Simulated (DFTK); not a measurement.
# Fe in DFTK: the effect of functional

The system is Fe.

```
Fe
1.0
    -1.44300    1.44300    1.44300
     1.44300   -1.44300    1.44300
     1.44300    1.44300   -1.44300
Fe
1
Direct
  0.00000 0.00000 0.00000
```

Alike in all runs:

- Program: DFTK 0.8.2
- Task: single point
- Potentials or basis: SG15 1.2 (PBE)
- Cutoff: 1225 eV
- k mesh: 12 × 12 × 12
- Occupations: fermi-dirac, width 0.05 eV
- Spin: collinear spin, ferromagnetic start
- Starting moments: [3.0] μB

Question: One run gave: pressure -26.8 GPa; moment 2.29 μB. Which functional did it use?
A. LDA
B. r2SCAN
C. PBEsol

Answer: A.

| functional | pressure (GPa) | moment (μB) |
| --- | --- | --- |
| LDA | -26.8 | 2.29 |
| PBEsol | -17.2 | 2.32 |
| r2SCAN | 0.9 | 2.81 |

Caveats: the potentials were made for another functional, which shifts forces and pressure.

Not every run made on this cell is shown here.
